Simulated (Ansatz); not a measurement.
# CHF3 (SMILES FC(F)F): methods side by side

CHF3 has 5 atoms, charge 0, and is taken as a singlet. SMILES: `FC(F)F`. Geometry: relaxed at GFN2-xTB.

```xyz
5

F    -0.6677   -0.3324    1.0751
C     0.0190    0.0546    0.0068
F     1.0424   -0.7749   -0.1574
F    -0.7713   -0.0388   -1.0564
H     0.3776    1.0915    0.1320
```

Quantity: the energy change with the F1–C2 bond stretched from 1.328 to 1.991 Å, in eV. The values are calculated.

| level | kind | program | value (eV) | less FCI/STO-3G | CPU time (all runs) |
| --- | --- | --- | --- | --- | --- |
| SVWN5/STO-3G (restricted) | LDA | Ansatz | 2.64 | +0.45 | 2 s |
| BLYP/STO-3G (restricted) | GGA | Ansatz | 1.94 | -0.25 | 2.7 s |
| revPBE/STO-3G (restricted) | GGA | Ansatz | 2.03 | -0.16 | 2.7 s |
| r2SCAN/STO-3G (restricted) | meta-GGA | Ansatz | 2.46 | +0.27 | 5.5 s |
| B3LYP/STO-3G (restricted) | global hybrid | Ansatz | 2.55 | +0.36 | 2.6 s |
| wB97M-V/STO-3G (restricted) | range-separated hybrid | Ansatz | 3.01 | +0.82 | 41 s |
| RPA@PBE/STO-3G (restricted) | RPA | Ansatz | 1.92 | -0.27 | 3.8 s |
| CCSDT/STO-3G (restricted) | coupled cluster or CI | Ansatz | 2.20 | +0.01 | 1.4 s |
| FCI/STO-3G | exact in the basis | Ansatz | 2.19 | 0.00 | 60 s |

FCI/STO-3G is exact within its basis and frozen core, so for wave-function methods in that basis the difference is their error; functionals converge differently with the basis, so for them it is only a difference. The first shape isn't each level's own minimum. The values span 1.92 to 3.01 eV. All rows use very small basis sets, so none should be taken for the real molecule's value. Times are those of the runs behind each value, whatever else they computed, on shared processors of several kinds: orders of magnitude only.
